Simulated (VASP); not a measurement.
BeS: relaxation of cell and atoms with AM05

Crystal: BeS.

```
CELL_PARAMETERS angstrom
0.00000 2.42500 2.42500
2.42500 0.00000 2.42500
2.42500 2.42500 0.00000
ATOMIC_POSITIONS crystal
S 0.75000 0.75000 0.75000
Be 0.00000 0.00000 0.00000
```

```
Program                : VASP 6.6.1
Task                   : relaxation of cell and atoms
Functional             : AM05
Potentials or basis    : VASP PAW PBE potentials, release 64 (S, Be)
Cutoff                 : 600 eV
k mesh                 : 9 × 9 × 9
Occupations            : fermi-dirac, width 0.05 eV
Spin                   : no spin polarisation
Further INCAR settings : ALGO = Normal; EDIFF = 1e-06; IBRION = 2; EDIFFG = -0.02; NSW = 40; ISIF = 3
```

```yaml
Pressure_after_relaxing: 0.0 GPa
Band_gap_on_the_k_mesh: 3.09 eV, indirect (least direct gap 5.61 eV)
```

Final structure:
```
S Be
1.0
     0.00000    2.42500    2.42500
     2.42500    0.00000    2.42500
     2.42500    2.42500    0.00000
S Be
1 1
Direct
  0.75000 0.75000 0.75000
  0.00000 0.00000 0.00000
```

Levels at points of the mesh, in eV from the valence-band top:
| k point | band 1 | band 2 | band 3 | band 4 | band 5 | band 6 | band 7 | band 8 |
| --- | --- | --- | --- | --- | --- | --- | --- | --- |
| (0.00, 0.00, 0.00) | -13.69 | 0.00 | 0.00 | 0.00 | 5.61 | 5.61 | 5.61 | 5.81 |

It took 6.9 s on 1 thread of Intel(R) Xeon(R) Platinum 8488C (Sapphire Rapids) (shared host), peak memory 0.15 GiB.

Caveat: the relaxation stopped at its first step, so nothing moved; the PAW data sets were made with another functional, which shifts forces and pressure a little; an odd mesh through Γ misses points on the zone boundary, where band edges often lie. As with any semilocal functional, this AM05 gap is likely too small.
